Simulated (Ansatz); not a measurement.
# TaN: the cost of one run

Computed with Ansatz 0.2.0 (DFT LDA+U (U_eff = 4 eV on Ta d), plane waves, PAW, no spin–orbit coupling unless a run says so, unless a step's input says otherwise).

## (1) The structure to begin with

Symmetry: P6_3/mmc, No. 194, hexagonal system. Conventional cell: a = 3.048 Å, b = 3.048 Å, c = 4.918 Å, α = 90.00°, β = 90.00°, γ = 120.00°. Around Ta (site symmetry -3m) lie 6 N at 2.15 Å and 2 Ta at 2.46 Å. N (site symmetry -6m2) has 6 Ta at 2.15 Å as nearest neighbours.

Coordinates:

```cif
data_structure
_symmetry_space_group_name_H-M 'P 1'
_symmetry_Int_Tables_number 1
_cell_length_a 3.0480
_cell_length_b 3.0480
_cell_length_c 4.9180
_cell_angle_alpha 90.000
_cell_angle_beta 90.000
_cell_angle_gamma 120.000
_cell_volume 39.57
loop_
_atom_site_label
_atom_site_type_symbol
_atom_site_fract_x
_atom_site_fract_y
_atom_site_fract_z
_atom_site_occupancy
Ta1 Ta 0.00000 0.00000 0.00000 1
Ta2 Ta 0.00000 0.00000 0.50000 1
N1 N 0.33333 0.66667 0.25000 1
N2 N 0.66667 0.33333 0.75000 1
```

Magnetic order typed: opposed in the cell.

An earlier series on this cell reached its lowest free state from «random orbitals: drawn by pairs, first filling», perhaps among other starts.

## (2) Random orbitals: single harmonics, second filling

File input.yaml:

```yaml
crystal:
  lattice:
    - [3.04800184, 0.0, 0.0]
    - [-1.52400092, 2.63964703, 0.0]
    - [0.0, 0.0, 4.91799978]
  atoms:
    - { symbol: Ta, position: [0.0, 0.0, 0.0], spin: 0.3, spin_axis: [1.0, 0.0, 0.0] }
    - { symbol: Ta, position: [0.0, 0.0, 0.5], spin: 0.3, spin_axis: [-1.0, 0.0, 0.0] }
    - { symbol: "N", position: [0.3333333333, 0.6666666667, 0.25] }
    - { symbol: "N", position: [0.6666666667, 0.3333333333, 0.75] }
basis:
  ecutwfc: 420
  ecutrho_ratio: 4
kpoints:
  mp_grid: { grid: [7, 7, 4] }
hamiltonian:
  xc: lda
  hubbard:
    sites:
      - { site: 0, l: d, u_eff: 4.0, starting_ns: [{ occupation_matrix: s0 }] }
      - { site: 1, l: d, u_eff: 4.0, starting_ns: [{ occupation_matrix: s1 }] }
    occupation_matrices:
      s0:
        spinor_matrix:
          - [[0.02, 0.0], [0.0, 0.0], [0.0, 0.0], [0.0, 0.0], [0.0, 0.0], [0.0, 0.0], [0.0, 0.0], [0.0, 0.0], [0.0, 0.0], [0.0, 0.0]]
          - [[0.0, 0.0], [0.02, 0.0], [0.0, 0.0], [0.0, 0.0], [0.0, 0.0], [0.0, 0.0], [0.0, 0.0], [0.0, 0.0], [0.0, 0.0], [0.0, 0.0]]
          - [[0.0, 0.0], [0.0, 0.0], [0.02, 0.0], [0.0, 0.0], [0.0, 0.0], [0.0, 0.0], [0.0, 0.0], [0.0, 0.0], [0.0, 0.0], [0.0, 0.0]]
          - [[0.0, 0.0], [0.0, 0.0], [0.0, 0.0], [0.02, 0.0], [0.0, 0.0], [0.0, 0.0], [0.0, 0.0], [0.0, 0.0], [0.0, 0.0], [0.0, 0.0]]
          - [[0.0, 0.0], [0.0, 0.0], [0.0, 0.0], [0.0, 0.0], [0.97, 0.0], [0.0, 0.0], [0.0, 0.0], [0.0, 0.0], [0.0, 0.0], [0.0, 0.0]]
          - [[0.0, 0.0], [0.0, 0.0], [0.0, 0.0], [0.0, 0.0], [0.0, 0.0], [0.02, 0.0], [0.0, 0.0], [0.0, 0.0], [0.0, 0.0], [0.0, 0.0]]
          - [[0.0, 0.0], [0.0, 0.0], [0.0, 0.0], [0.0, 0.0], [0.0, 0.0], [0.0, 0.0], [0.02, 0.0], [0.0, 0.0], [0.0, 0.0], [0.0, 0.0]]
          - [[0.0, 0.0], [0.0, 0.0], [0.0, 0.0], [0.0, 0.0], [0.0, 0.0], [0.0, 0.0], [0.0, 0.0], [0.02, 0.0], [0.0, 0.0], [0.0, 0.0]]
          - [[0.0, 0.0], [0.0, 0.0], [0.0, 0.0], [0.0, 0.0], [0.0, 0.0], [0.0, 0.0], [0.0, 0.0], [0.0, 0.0], [0.02, 0.0], [0.0, 0.0]]
          - [[0.0, 0.0], [0.0, 0.0], [0.0, 0.0], [0.0, 0.0], [0.0, 0.0], [0.0, 0.0], [0.0, 0.0], [0.0, 0.0], [0.0, 0.0], [0.97, 0.0]]
      s1:
        spinor_matrix:
          - [[0.02, 0.0], [0.0, 0.0], [0.0, 0.0], [0.0, 0.0], [0.0, 0.0], [0.0, 0.0], [0.0, 0.0], [0.0, 0.0], [0.0, 0.0], [0.0, 0.0]]
          - [[0.0, 0.0], [0.02, 0.0], [0.0, 0.0], [0.0, 0.0], [0.0, 0.0], [0.0, 0.0], [0.0, 0.0], [0.0, 0.0], [0.0, 0.0], [0.0, 0.0]]
          - [[0.0, 0.0], [0.0, 0.0], [0.02, 0.0], [0.0, 0.0], [0.0, 0.0], [0.0, 0.0], [0.0, 0.0], [0.0, 0.0], [0.0, 0.0], [0.0, 0.0]]
          - [[0.0, 0.0], [0.0, 0.0], [0.0, 0.0], [0.02, 0.0], [0.0, 0.0], [0.0, 0.0], [0.0, 0.0], [0.0, 0.0], [0.0, 0.0], [0.0, 0.0]]
          - [[0.0, 0.0], [0.0, 0.0], [0.0, 0.0], [0.0, 0.0], [0.97, 0.0], [0.0, 0.0], [0.0, 0.0], [0.0, 0.0], [0.0, 0.0], [0.0, 0.0]]
          - [[0.0, 0.0], [0.0, 0.0], [0.0, 0.0], [0.0, 0.0], [0.0, 0.0], [0.02, 0.0], [0.0, 0.0], [0.0, 0.0], [0.0, 0.0], [0.0, 0.0]]
          - [[0.0, 0.0], [0.0, 0.0], [0.0, 0.0], [0.0, 0.0], [0.0, 0.0], [0.0, 0.0], [0.02, 0.0], [0.0, 0.0], [0.0, 0.0], [0.0, 0.0]]
          - [[0.0, 0.0], [0.0, 0.0], [0.0, 0.0], [0.0, 0.0], [0.0, 0.0], [0.0, 0.0], [0.0, 0.0], [0.02, 0.0], [0.0, 0.0], [0.0, 0.0]]
          - [[0.0, 0.0], [0.0, 0.0], [0.0, 0.0], [0.0, 0.0], [0.0, 0.0], [0.0, 0.0], [0.0, 0.0], [0.0, 0.0], [0.02, 0.0], [0.0, 0.0]]
          - [[0.0, 0.0], [0.0, 0.0], [0.0, 0.0], [0.0, 0.0], [0.0, 0.0], [0.0, 0.0], [0.0, 0.0], [0.0, 0.0], [0.0, 0.0], [0.97, 0.0]]
    ns_hold: { iters: 5 }
scf:
  occupations: { method: gaussian, width: 0.05 }
  lower_state_search: "off"
  max_iter: 150
output:
  forces: true
  stress: true
  eigenvalues: true
  populations: true
  hubbard: { sites: [{ site: 0, l: d }, { site: 1, l: d }] }
magnetization:
  noncollinear: true
  spin_orbit: true
```

The typed matrices put 0.97 on the chosen orbitals and 0.02 on the others, and are held for 5 cycles. This run includes spin–orbit coupling.

Command:

```sh
$ ansatz run input.yaml --threads 4 --pin off --max-ram 6144MiB --backend cpu --events-out ev --progress --plain --runs-dir out
```

Q: Estimate wall time and peak memory on 4 threads of Intel Xeon Platinum 8559C (Emerald Rapids), shared host.

About 15 s, with a peak of 0.77 GiB.
